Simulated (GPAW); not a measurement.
Crystal: Sn.

```
Sn
1.0
    -1.72654    1.77555    2.33834
     1.72654   -1.77555    2.33834
     1.72654    1.77555   -2.33834
Sn
1
Direct
  0.00000 0.00000 0.00000
```

This isn't the form of Sn at room conditions, which is tetragonal (white tin).

- Program: GPAW 26.7.0
- Task: single point
- Functional: PBEsol
- Potentials or basis: PAW data sets generated in the run's folder for this functional
- Cutoff: 600 eV
- Basis: pw
- k mesh: 11 × 11 × 11
- Occupations: fermi-dirac, width 0.05 eV
- Spin: no spin polarisation

On this cell: pressure -3.8 GPa; band gap on the k mesh none (metal or under the smearing width).

The same run follows on a disturbed copy (cell strained at random at fixed volume):

```
Sn
1.0
    -1.66577    1.76563    2.29581
     1.74442   -1.79906    2.37926
     1.68238    1.81521   -2.32119
Sn
1
Direct
  0.99505 0.98835 0.99670
```

Task: What changes?

Result: The energy (extrapolated to zero smearing) moves by +4.8 meV/atom; pressure -3.8 GPa; band gap on the k mesh none (metal or under the smearing width).

Stress tensor (GPa, compression positive):
```
-2.95 -0.01 -0.56
-0.01 -4.67  0.15
-0.56  0.15 -3.66
```
